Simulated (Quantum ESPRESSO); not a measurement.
# NiO (Fm-3m) in Quantum ESPRESSO: notebook, part 2 of 2

Quantum ESPRESSO 7.5. The steps go on from the part before.

## (9) Single point, PBE, collinear spin, ferromagnetic start, 8.53 Å³/atom

The input, pw.in:

```
&CONTROL
  calculation = 'scf'
  prefix = 'pwscf'
  outdir = './tmp'
  pseudo_dir = './pseudo'
  tprnfor = .true.
  tstress = .true.
  disk_io = 'nowf'
/
&SYSTEM
  ibrav = 0
  nat = 2
  ntyp = 2
  ecutwfc = 55
  ecutrho = 440
  nbnd = 22
  occupations = 'smearing'
  smearing = 'fd'
  degauss = 0.00367493
  nspin = 2
  starting_magnetization(1) = 0.0556
  starting_magnetization(2) = 0
/
&ELECTRONS
  conv_thr = 4d-10
  electron_maxstep = 120
  mixing_beta = 0.3
/
ATOMIC_SPECIES
Ni    58.6934 ni_pbe_v1.4.uspp.F.UPF
O     15.9990 O.pbe-n-kjpaw_psl.0.1.UPF
CELL_PARAMETERS angstrom
   0.0000000000    2.0433202721    2.0433202721
   2.0433202721    0.0000000000    2.0433202721
   2.0433202721    2.0433202721    0.0000000000
ATOMIC_POSITIONS crystal
Ni     0.0000000000    0.0000000000    0.0000000000
O      0.5000000000    0.5000000000    0.5000000000
K_POINTS automatic
11 11 11 0 0 0
```

Potentials or basis: SSSP 1.3 efficiency PBE.

Launch:

```bash
$ OMP_NUM_THREADS=1 mpirun -n 2 pw.x -nk 2 -in pw.in > pw.out
```

Wall time 21 s (2 MPI ranks of Arm Neoverse V2, shared host); peak memory 0.2 GiB.

The run converged. Its results:

```yaml
Free_energy: -5236.3766 eV
Pressure: 12.3 GPa
Band_gap_on_the_k_mesh: none (metal or under the smearing width)
Net_moment: 0.41 μB per cell
Absolute_moment: 0.41 μB per cell
Site_moments: Ni +0.34; O +0.05 μB
Valence_electrons_inside_the_program's_atomic_spheres: Ni 15.65; O 5.58
```

Caveat: a cell with one magnetic atom can't hold antiferromagnetic order, which such compounds often take; semilocal functionals often make such compounds metallic where correlation or magnetic order opens a gap, which also shifts bond lengths.

## (10) Single point, PBE, collinear spin, ferromagnetic start, 8.71 Å³/atom

Edit pw.in of step 9 so:

```diff
@@ -32,5 +32,5 @@
 CELL_PARAMETERS angstrom
-   0.0000000000    2.0433202721    2.0433202721
-   2.0433202721    0.0000000000    2.0433202721
-   2.0433202721    2.0433202721    0.0000000000
+   0.0000000000    2.0577103256    2.0577103256
+   2.0577103256    0.0000000000    2.0577103256
+   2.0577103256    2.0577103256    0.0000000000
 ATOMIC_POSITIONS crystal
```

Launch:

```bash
$ OMP_NUM_THREADS=1 mpirun -n 2 pw.x -nk 2 -in pw.in > pw.out
```

Wall time 20 s (2 MPI ranks of Arm Neoverse V2, shared host); peak memory 0.2 GiB.

It converged, with:

```
Free energy                                           : -5236.3994 eV
Pressure                                              : 7.1 GPa
Band gap on the k mesh                                : none (metal or under the smearing width)
Net moment                                            : 0.42 μB per cell
Absolute moment                                       : 0.42 μB per cell
Site moments                                          : Ni +0.36; O +0.05 μB
Valence electrons inside the program's atomic spheres : Ni 15.67; O 5.60
```

Caveat: a cell with one magnetic atom can't hold antiferromagnetic order, which such compounds often take; semilocal functionals often make such compounds metallic where correlation or magnetic order opens a gap, which also shifts bond lengths.

## (11) Single point, PBE, collinear spin, ferromagnetic start, 8.89 Å³/atom

Edit pw.in of step 10 so:

```diff
@@ -32,5 +32,5 @@
 CELL_PARAMETERS angstrom
-   0.0000000000    2.0577103256    2.0577103256
-   2.0577103256    0.0000000000    2.0577103256
-   2.0577103256    2.0577103256    0.0000000000
+   0.0000000000    2.0719018797    2.0719018797
+   2.0719018797    0.0000000000    2.0719018797
+   2.0719018797    2.0719018797    0.0000000000
 ATOMIC_POSITIONS crystal
```

Launch:

```bash
$ OMP_NUM_THREADS=1 mpirun -n 2 pw.x -nk 2 -in pw.in > pw.out
```

Run time: 36 s. Hardware: 2 MPI ranks of Arm Neoverse V2, shared host; peak memory 0.2 GiB.

Results (log left out):

```
Free energy                                           : -5236.4110 eV
Pressure                                              : 2.5 GPa
Band gap on the k mesh                                : none (metal or under the smearing width)
Net moment                                            : 0.46 μB per cell
Absolute moment                                       : 0.46 μB per cell
Site moments                                          : Ni +0.39; O +0.05 μB
Valence electrons inside the program's atomic spheres : Ni 15.69; O 5.61
```

Caveat: a cell with one magnetic atom can't hold antiferromagnetic order, which such compounds often take; semilocal functionals often make such compounds metallic where correlation or magnetic order opens a gap, which also shifts bond lengths.

## (12) Single point, PBE, collinear spin, ferromagnetic start, 9.26 Å³/atom

Edit pw.in of step 11 so:

```diff
@@ -32,5 +32,5 @@
 CELL_PARAMETERS angstrom
-   0.0000000000    2.0719018797    2.0719018797
-   2.0719018797    0.0000000000    2.0719018797
-   2.0719018797    2.0719018797    0.0000000000
+   0.0000000000    2.0997159621    2.0997159621
+   2.0997159621    0.0000000000    2.0997159621
+   2.0997159621    2.0997159621    0.0000000000
 ATOMIC_POSITIONS crystal
```

Potentials or basis: SSSP 1.3 efficiency PBE.

Launch:

```bash
$ OMP_NUM_THREADS=1 mpirun -n 2 pw.x -nk 2 -in pw.in > pw.out
```

Run time: 2.2 min. Hardware: 2 MPI ranks of Arm Neoverse V2, shared host; peak memory 0.2 GiB.

It converged, with:

| Property | Result |
| --- | --- |
| Free energy | -5236.3968 eV |
| Pressure | -5.6 GPa |
| Band gap on the k mesh | none (metal or under the smearing width) |
| Net moment | 0.00 μB per cell |
| Absolute moment | 0.00 μB per cell |
| Valence electrons inside the program's atomic spheres | Ni 15.74; O 5.64 |

Caveat: semilocal functionals often make such compounds metallic where correlation or magnetic order opens a gap, which also shifts bond lengths.

## (13) Single point, PBE, collinear spin, ferromagnetic start, 9.44 Å³/atom

The moment here breaks from that of the other volumes: this run ended in another magnetic state.

Edit pw.in of step 12 so:

```diff
@@ -32,5 +32,5 @@
 CELL_PARAMETERS angstrom
-   0.0000000000    2.0997159621    2.0997159621
-   2.0997159621    0.0000000000    2.0997159621
-   2.0997159621    2.0997159621    0.0000000000
+   0.0000000000    2.1133508634    2.1133508634
+   2.1133508634    0.0000000000    2.1133508634
+   2.1133508634    2.1133508634    0.0000000000
 ATOMIC_POSITIONS crystal
```

Launch:

```bash
$ OMP_NUM_THREADS=1 mpirun -n 2 pw.x -nk 2 -in pw.in > pw.out
```

Run time: 1.7 min. Hardware: 2 MPI ranks of Arm Neoverse V2, shared host; peak memory 0.2 GiB.

It converged, with:

* Free energy: -5236.4459 eV
* Pressure: -3.4 GPa
* Band gap on the k mesh: none (metal or under the smearing width)
* Net moment: 1.62 μB per cell
* Absolute moment: 1.63 μB per cell
* Site moments: Ni +1.32; O +0.25 μB
* Valence electrons inside the program's atomic spheres: Ni 15.72; O 5.69

Caveat: a cell with one magnetic atom can't hold antiferromagnetic order, which such compounds often take; semilocal functionals often make such compounds metallic where correlation or magnetic order opens a gap, which also shifts bond lengths.

## (14) Single point, PBE, collinear spin, ferromagnetic start, 9.62 Å³/atom

Edit pw.in of step 13 so:

```diff
@@ -32,5 +32,5 @@
 CELL_PARAMETERS angstrom
-   0.0000000000    2.1133508634    2.1133508634
-   2.1133508634    0.0000000000    2.1133508634
-   2.1133508634    2.1133508634    0.0000000000
+   0.0000000000    2.1268120599    2.1268120599
+   2.1268120599    0.0000000000    2.1268120599
+   2.1268120599    2.1268120599    0.0000000000
 ATOMIC_POSITIONS crystal
```

Launch:

```bash
$ OMP_NUM_THREADS=1 mpirun -n 2 pw.x -nk 2 -in pw.in > pw.out
```

Wall time 62 s (2 MPI ranks of Arm Neoverse V2, shared host); peak memory 0.2 GiB.

Results (log left out):

| Property | Result |
| --- | --- |
| Free energy | -5236.3580 eV |
| Pressure | -12.0 GPa |
| Band gap on the k mesh | none (metal or under the smearing width) |
| Net moment | 0.00 μB per cell |
| Absolute moment | 0.00 μB per cell |
| Valence electrons inside the program's atomic spheres | Ni 15.78; O 5.67 |

Caveat: semilocal functionals often make such compounds metallic where correlation or magnetic order opens a gap, which also shifts bond lengths.

## (15) Equation of state, PBE, collinear spin, ferromagnetic start

Potentials or basis: SSSP 1.3 efficiency PBE.

This step only gathers the single runs of the series.

Results:

- Equilibrium volume: 9.20 Å³/atom (rough: see the caveat)
- Bulk modulus: 370 GPa (rough)

Energy against volume, from the lowest point:
```csv
volume (Å³/atom),energy (meV/atom)
8.531,34.63
8.713,23.24
8.894,17.44
9.257,24.54
9.439,0.00
9.620,43.94
```

Caveat: the fit is doubtful: noisy points or a state that changes with volume.
